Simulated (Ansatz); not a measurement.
InN in the zinc blende structure (space group F-43m, No. 216)

```cif
data_InN
_chemical_formula_sum 'N1 In1'
_space_group_name_H-M_alt 'P 1'
_space_group_IT_number 1
_cell_length_a 3.57016
_cell_length_b 3.57016
_cell_length_c 3.57016
_cell_angle_alpha 60.000
_cell_angle_beta 60.000
_cell_angle_gamma 60.000
loop_
_space_group_symop_operation_xyz
  'x, y, z'
loop_
_atom_site_label
_atom_site_type_symbol
_atom_site_fract_x
_atom_site_fract_y
_atom_site_fract_z
_atom_site_occupancy
N1 N 0.75000 0.75000 0.75000 1
In1 In 0.00000 0.00000 0.00000 1
```

Method: plane-wave PAW DFT at the PBE level (Ansatz, a quantum-chemistry and plane-wave program, 420 eV), no spin-orbit coupling. Settings: 11×11×11 k-points, 0.05 eV Fermi–Dirac smearing.

| Property | Result |
|---|---|
| Volume per atom | 16.09 Å³ |
| Density | 6.65 g/cm³ |
| Band gap | zero |
| Total energy | -2990.801 eV/atom (σ→0; compares only within this code and set-up) |

No phonon test of stability was made. All final runs are without spin polarisation. This is not the structure that InN has at room temperature and ambient pressure. A zero or small gap of InN can be the functional's error rather than a property of the material.
